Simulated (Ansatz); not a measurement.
Take a crystal in which Rb has been replaced by Na on all its sites, with the cell rescaled by a rough guess (in some cases also distorted within its space group) and nothing relaxed:

```xyz
1
Lattice="-2.3656 2.3656 2.3656 2.3656 -2.3656 2.3656 2.3656 2.3656 -2.3656" Properties=species:S:1:pos:R:3 pbc="T T T"
Na    0.0000    0.0000    0.0000
```

Computed with Ansatz 0.2.0, DFT PBE, scalar-relativistic, plane waves, PAW.

Cutoff 420 eV; k points 12×12×12 on the computed 1-atom cell (Γ-centred); Gaussian smearing, width 0.10 eV; no spin polarisation.

Task: What pressure does the cell carry?

Result: The pressure is -1.4 GPa (positive in compression), so the cell would contract.

Task: Is it a metal on this mesh?

Result: Yes, a band crosses the Fermi level.